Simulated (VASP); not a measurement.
**A VASP 6.6.1 single-point calculation on CuI**

INCAR

```
LASPH = .TRUE.
NSW = 0
LREAL = .FALSE.
ISIF = 2
NBANDS = 16
GGA = PE
SIGMA = 0.02
IBRION = -1
LCHARG = .FALSE.
TIME = 0.1
ENCUT = 520
ALGO = Damped
NELM = 79
ISMEAR = -1
LWAVE = .FALSE.
PREC = Accurate
EDIFF = 1E-7
```

KPOINTS

```
KPOINTS created by Atomic Simulation Environment
0
Gamma
8 8 8
0 0 0
```

POSCAR

```
Cu I
 1.0000000000000000
    -0.0000000000000000    2.8561104274992553    2.8561104274992553
     2.8561104274992553   -0.0000000000000000    2.8561104274992553
     2.8561104274992553    2.8561104274992553   -0.0000000000000000
 Cu  I
   1   1
Cartesian
 -0.0000000000000000 -0.0000000000000000 -0.0000000000000000
  2.8561104274992553  2.8561104274992553  2.8561104274992553
```

The recommended PBE PAW datasets give the neutral cell 18 valence electrons.

Command

```
mpirun -np 1 vasp_std
```

OSZICAR

```
N       E                     dE             d eps       ncg     rms           ort
DAV:   1     0.168231393705E+03    0.16823E+03   -0.80567E+03   464   0.148E+03
DAV:   2     0.485678350941E+02   -0.11966E+03   -0.11221E+03   464   0.320E+02
DAV:   3     0.773199837640E+01   -0.40836E+02   -0.37965E+02   464   0.166E+02
DAV:   4    -0.296600618347E+01   -0.10698E+02   -0.10356E+02   464   0.990E+01
DAV:   5    -0.493398321660E+01   -0.19680E+01   -0.19172E+01   464   0.393E+01
SDA:   6    -0.406576711619E+01    0.86822E+00   -0.87627E+00   464   0.876E+01   0.000E+00
DMP:   7    -0.465257604308E+01   -0.58681E+00   -0.33142E+00   464   0.138E+01   0.306E+01
DMP:   8    -0.467973902420E+01   -0.27163E-01   -0.10001E+00   464   0.247E+01  -0.231E+01
DMP:   9    -0.476566617590E+01   -0.85927E-01   -0.28139E+00   464   0.236E+01   0.710E+00
DMP:  10    -0.497144068522E+01   -0.20577E+00   -0.12171E+00   464   0.402E+00   0.129E+01
...
DMP:  41    -0.509244714970E+01   -0.20170E-05   -0.17397E-05   464   0.589E-05   0.181E-04
DMP:  42    -0.509244872071E+01   -0.15710E-05   -0.13135E-05   464   0.406E-05   0.143E-04
DMP:  43    -0.509244987567E+01   -0.11550E-05   -0.92029E-06   464   0.273E-05   0.102E-04
DMP:  44    -0.509245068698E+01   -0.81131E-06   -0.65956E-06   464   0.201E-05   0.722E-05
DMP:  45    -0.509245126498E+01   -0.57800E-06   -0.44913E-06   464   0.123E-05   0.514E-05
DMP:  46    -0.509245164755E+01   -0.38257E-06   -0.28817E-06   464   0.775E-06   0.332E-05
DMP:  47    -0.509245189351E+01   -0.24597E-06   -0.18653E-06   464   0.498E-06   0.216E-05
DMP:  48    -0.509245204887E+01   -0.15535E-06   -0.11067E-06   464   0.261E-06   0.133E-05
DMP:  49    -0.509245213750E+01   -0.88637E-07   -0.63830E-07   464   0.158E-06   0.756E-06
   1 F= -.50924521E+01 E0= -.50921762E+01  d E =-.551905E-03
```

From OUTCAR

```
k-points           NKPTS =     29   k-points in BZ     NKDIM =     29   number of bands    NBANDS=     16

   NELECT =      18.0000    total number of electrons

   dimension x,y,z NGX =    30 NGY =   30 NGZ =   30
   dimension x,y,z NGXF=    60 NGYF=   60 NGZF=   60

  energy-cutoff  :      520.00
  volume of cell :       46.60
      direct lattice vectors                 reciprocal lattice vectors
     0.000000000  2.856110427  2.856110427    -0.175063259  0.175063259  0.175063259
     2.856110427  0.000000000  2.856110427     0.175063259 -0.175063259  0.175063259
     2.856110427  2.856110427  0.000000000     0.175063259  0.175063259 -0.175063259

 k-points in reciprocal lattice and weights: KPOINTS created by Atomic Simulation Env
   0.00000000  0.00000000  0.00000000       0.002
   0.12500000  0.00000000  0.00000000       0.016
   0.25000000  0.00000000  0.00000000       0.016
   0.37500000  0.00000000  0.00000000       0.016
   0.50000000  0.00000000  0.00000000       0.008
   0.12500000  0.12500000  0.00000000       0.012
   0.25000000  0.12500000  0.00000000       0.047
   0.37500000  0.12500000  0.00000000       0.047
   ...

 E-fermi :   6.3191

 k-point     1 :       0.0000    0.0000    0.0000
  band No.  band energies     occupation
      1      -8.0231      2.00000
      2       4.3258      2.00000
      3       4.3258      2.00000
      4       4.3447      2.00000
      5       4.3447      2.00000
      6       4.3447      2.00000
      7       4.4901      2.00000
      8       4.4901      2.00000
      9       4.4901      2.00000
     10       7.2128      0.00000
     11      13.6377      0.00000
     12      13.6377      0.00000
     13      13.6377      0.00000
     14      15.0076      0.00000
     15      15.0076      0.00000
     16      15.1754      0.00000

 k-point     2 :       0.1250    0.0000    0.0000
  band No.  band energies     occupation
      1      -7.9059      2.00000
      2       3.2545      2.00000
      3       3.7590      2.00000
      4       3.7590      2.00000
      5       4.3738      2.00000
      6       4.3738      2.00000
      7       4.5129      2.00000
      8       5.0834      2.00000
      9       5.0834      2.00000
     10       8.2073      0.00000
     11      12.6986      0.00000
     12      13.3384      0.00000
     13      13.3384      0.00000
     14      14.3805      0.00000
     15      14.3805      0.00000
     16      14.7470      0.00000

 k-point     3 :       0.2500    0.0000    0.0000
  band No.  band energies     occupation
      1      -7.5943      2.00000
      2       1.6105      2.00000
      3       3.2315      2.00000
      4       3.2315      2.00000
      5       4.4521      2.00000
      6       4.4521      2.00000
      7       4.5608      2.00000
      8       5.6824      2.00000
      9       5.6824      2.00000
     10       9.2519      0.00000
     11      12.0148      0.00000
     12      12.0568      0.00000
     13      12.0568      0.00000
     14      14.6421      0.00000
     15      15.1691      0.00000
     16      15.1691      0.00000

 ...

  Total        0.2018852      0.2018852      0.2018852     -0.0000000     -0.0000000      0.0000000
  in kB        6.9416084      6.9416084      6.9416084     -0.0000000     -0.0000000      0.0000000
  external PRESSURE =       6.9416084 kB  Pullay stress =       0.0000000 kB

 POSITION                                       TOTAL-FORCE (eV/Angst)
 -----------------------------------------------------------------------------------
      0.00000      0.00000      0.00000         0.000000      0.000000      0.000000
      2.85611      2.85611      2.85611         0.000000      0.000000     -0.000000
 -----------------------------------------------------------------------------------
    total drift:                               -0.000000      0.000000      0.000000

  FREE ENERGIE OF THE ION-ELECTRON SYSTEM (eV)
  ---------------------------------------------------
  free  energy   TOTEN  =        -5.0924521375 eV

  energy  without entropy=       -5.0919002322  energy(sigma->0) =       -5.09217618
```

It converged. Results: gap between bands v and c on the k mesh -0.47 eV (bands overlap: a metal); least direct gap on the k mesh 1.08 eV; pressure 0.7 GPa. Band v is the last that the valence electrons fill when counted band by band, and c is the next.

For comparison, a separate PBE run of the intended cell, on usual settings and not on those above, gives a gap of -0.47 eV on its mesh and a pressure of 0.7 GPa.

The run above took about 25 s on one core of a shared host (Intel Xeon 6975P-C) and held 0.19 GiB at most.
